Q: I want to know what band gap PBE gives for SiRu in a medium-sized local basis, DZVP. I have gaps of the same crystal from seven other calculations. How far do they take me?

A: Quite far, because the scale is already clear. The known gaps are about 0.2 to 0.3 eV, and a change of method moves them by a few hundredths of an eV, up to about a tenth. All of them were computed on the same cell, so a different volume can't explain why they differ. What has to be found is how much of the movement belongs to the basis and how much to the functional.

Bulk SiRu (P2_13, 8-atom cell) by tight binding and DFT, without spin polarisation or spin-orbit coupling. Gaps are for the r2SCAN-relaxed cell, volumes from each method's own relaxation or energy curve, and moduli at fixed cell shape. The k mesh is 2×2×2 for PBE coarse-settings, 6×6×6 for PBE and 5×5×5 for PBE SZV; xTB uses 2×2×2 supercells at the zone centre.

```csv
name,kind,band gap (eV),volume per atom (Å³),bulk modulus (GPa),atoms computed
PBE coarse-settings,low cutoff and mesh,0.203,n/a,n/a,8
GFN1-xTB tblite,tight binding,0.311,n/a,n/a,64
PBE,semilocal,0.224,13.277,242.10,8
GFN2-xTB tblite,tight binding,0.310,n/a,n/a,64
PBE SZV,small basis,0.187,n/a,n/a,8
r2SCAN,semilocal,0.292,13.018,261.80,8
GLLB-SC,model potential,0.280,n/a,n/a,8
PBE DZVP,small basis,?,?,?,8
```

Q: To me both are settings in an input file. What is the difference?

A: The functional is an approximate rule for how the electrons act on one another. The basis decides how freely their orbitals can take the shape that this rule asks for. A better basis therefore brings a calculation closer to the answer of its own functional, whether that answer is right or wrong. It doesn't turn PBE into r2SCAN.

SZV is a minimal basis, with one radial function for each valence shell. DZVP has two, so that an orbital can contract or spread, and it adds polarisation functions that let the orbital lean towards its neighbours. The row called simply PBE isn't confined to such a small set of atomic functions. It is the natural target for DZVP.

Q: How much does the poor basis cost?

A: The gap with SZV is 0.037 eV below the PBE gap, about one sixth of it. Going from PBE to r2SCAN moves the gap the other way, by 0.068 eV, nearly twice as far. The ratio is rough, because the k meshes differ and the SZV run also treats the atomic cores differently from the PBE row. The minimal basis even puts its lowest empty level at another k point than PBE does, so its step isn't the shift of one fixed pair of levels. Its band edges were also read at only fifteen listed k points, so the true SZV gap may be smaller and the cost of the basis higher. The step to r2SCAN is the larger of the two in the table, but a closer search for the SZV edges could narrow that lead or even undo it.

The larger step has a well-known reason. r2SCAN depends on the kinetic energy density of the orbitals as well as on the electron density, and this usually pushes filled and empty levels further apart. That is standard theory; the gaps here agree with it but don't isolate it.

Q: Four of the seven gaps lie close to 0.3 eV. Shouldn't the forecast lean towards the majority?

A: No, because those four calculations don't use PBE. r2SCAN and GLLB-SC let the electrons feel a different potential, and the two xTB methods replace the whole description by a tight-binding model fitted to molecules. The xTB gaps agree with each other almost exactly, but they come from closely related models that see few k points. Their agreement is no independent vote, least of all on what PBE will give.

Q: Then will DZVP land between SZV and PBE?

A: That is plausible, but no theorem requires it. In a fixed potential, adding basis functions can only lower the energy levels, the filled ones and the empty ones alike. The gap is the difference between two such levels. It grows if the filled edge drops further and shrinks if the empty edge does, so it may overshoot on its way to the final value.

I therefore take the PBE gap itself as the forecast, 0.224 eV, and allow the full SZV shift on either side. The range is 0.187 to 0.261 eV, and the gap should be nearer to PBE than to r2SCAN. The width is a judgement: a richer basis should do no worse than the minimal one, and the different k meshes need some room too.

Q: Could you also forecast the volume and the stiffness?

A: If the run yields them, I expect 13.28 ± 0.2 Å³ per atom and a bulk modulus of 242 ± 20 GPa. Both centres are again the PBE values. The two quantities shouldn't be treated as separate guesses, because a crystal with longer bonds is normally a softer one.

Q: How much softer?

A: Call the volume V, the pressure P and the bulk modulus B. By definition, a small change of volume needs the pressure dP = −B dV/V. The modulus rises with pressure at a rate B′ = dB/dP, which is roughly 4 to 5 for many solids. Putting the two together gives dB/B = −B′ dV/V, so one per cent more volume costs four to five per cent of the stiffness.

PBE and r2SCAN let us try this. The PBE volume is larger by the factor 13.277/13.018, or 2.0 per cent. With B′ = 4, the r2SCAN modulus of 261.8 GPa should be divided by the fourth power of that factor, which gives 242 GPa.

The PBE calculation gives 242.1 GPa. Such close agreement owes something to the choice of 4, since B′ = 5 would give 237 GPa. The rule treats the change of functional as if it were a slight stretching of the same crystal, and one pair of functionals can't show that this holds in general. It does show that the softness of PBE here is about what its larger volume would lead us to expect.

Q: Now let me see the calculation.

The withheld rows as computed:

```csv
name,kind,band gap (eV),volume per atom (Å³),bulk modulus (GPa),atoms computed
PBE DZVP,small basis,0.235,13.318,238.50,8
```

A: The gap is 0.235 eV, inside the range and much nearer to PBE than to r2SCAN. The central forecast was too low by 0.011 eV, about a third of the allowance on that side. The DZVP run lies much closer to the PBE row than the SZV run does, but slightly above it instead of below.

Q: So it did overshoot. Do you know why?

A: Not from these numbers. The remaining limits of the basis could do it, and so could a different treatment of the atomic cores. The choice of k points matters as well, since a gap looks too wide when the band edges lie between them. On its regular mesh alone the PBE run would give 0.273 eV; the 0.224 eV in the table comes from a closer search for the edges. A difference as small as this one shouldn't be credited to the basis alone.

Q: Would a plain average of the three known PBE gaps have done as well?

A: It gives 0.205 eV and misses by 0.030 eV, nearly three times as much. The average treats the minimal basis and the coarse settings as harmless scatter around a common value. In fact both runs lie below the PBE row, so they pull the average down. The printed output below shows this fit to the three known PBE rows beside the direct forecast.

Q: And the volume and the modulus?

A: Both fall well within their ranges, at 13.32 Å³ per atom and 238.5 GPa. The volume is 0.3 per cent above that of PBE, so the rule with B′ = 4 asks for a modulus lower by about 3 GPa. The calculation gives a drop of 3.6 GPa. The direction is as expected, but the pressures carry some numerical noise, and I wouldn't read more into so small a step.

The three successes don't carry equal weight. The range for the modulus was so wide that the r2SCAN value would also have passed. The ranges for the gap and the volume exclude r2SCAN, so these two results do support the idea that DZVP follows its functional.

Q: In practice, do a few hundredths of an eV matter?

A: They do when heat supplies the carriers, as it can across so small a gap. The number of carriers excited across the gap varies roughly as exp(−E/2kT), where E is the gap and kT is the thermal energy, about 0.026 eV at room temperature. The step of 0.068 eV from PBE to r2SCAN then changes the carrier density by exp(0.068/0.052), a factor of nearly four. The slightly wider DZVP gap lowers it by only about a fifth from its value for the PBE row.

Q: Then I could take the DZVP gap as the gap of the real crystal?

A: You could take it as a fair account of what PBE says for this cell, which was relaxed with r2SCAN. That is a different matter. Semilocal functionals such as PBE usually give gaps that are too small, though without a measured gap this table can't show whether that holds for SiRu. These calculations also leave out spin-orbit coupling, which for a 4d electron of ruthenium is roughly a tenth of an eV and so not negligible beside this gap. A larger basis would cure neither.

For a related compound I would keep the same order of work. First choose the functional, because it sets the value towards which the calculation converges. Then compare a small basis with a richer one with the same functional, pseudopotentials and k points, to see how far from that value you still are.

Printed output of the fit:

```
Gap shift from PBE to PBE SZV in eV: -0.037
Same shift in percent of the PBE gap: -16.52
Gap shift from PBE to coarse settings in eV: -0.021
Gap shift from PBE to r2SCAN in eV: 0.068
Same shift in percent of the PBE gap: 30.36
Functional shift divided by size of minimal-basis shift: 1.838
PBE volume above r2SCAN volume in percent: 1.99
PBE modulus relative to r2SCAN modulus in percent: -7.525
Exponent B' that would join the two volume and modulus pairs: 3.971
PBE modulus from r2SCAN modulus and volumes with B' of 4 in GPa: 242
PBE modulus from r2SCAN modulus and volumes with B' of 5 in GPa: 237.2
Modulus change for a volume larger by 0.2 cubic angstrom per atom with B' of 4 in GPa: -14.05
Forecast gap of PBE DZVP in eV: 0.224
Lower end of forecast in eV: 0.187
Upper end of forecast in eV: 0.261
fit of rung_band_gap on 3 rows (has(rung_name, 'PBE')): constant 0.2047 +/- 0.011; rms 0.0152, worst PBE -0.0193, leave-one-out rms 0.0227
  rows outside the fit (model, value, miss): GFN1-xTB tblite 0.2047, 0.311, -0.106; GFN2-xTB tblite 0.2047, 0.31, -0.105; r2SCAN 0.2047, 0.292, -0.0873; GLLB-SC 0.2047, 0.28, -0.0753; PBE DZVP 0.2047, 0.235, -0.0303
Computed gap of PBE DZVP in eV: 0.235
Forecast less computed gap of PBE DZVP in eV: -0.011
All rows against PBE:
                  row  gap less PBE gap in eV  volume less PBE volume in cubic angstrom per atom  modulus less PBE modulus in GPa
  PBE coarse-settings                  -0.021                                                n/a                              n/a
      GFN1-xTB tblite                   0.087                                                n/a                              n/a
                  PBE                       0                                                  0                                0
      GFN2-xTB tblite                   0.086                                                n/a                              n/a
              PBE SZV                  -0.037                                                n/a                              n/a
               r2SCAN                   0.068                                             -0.259                             19.7
              GLLB-SC                   0.056                                                n/a                              n/a
             PBE DZVP                   0.011                                              0.041                             -3.6
```
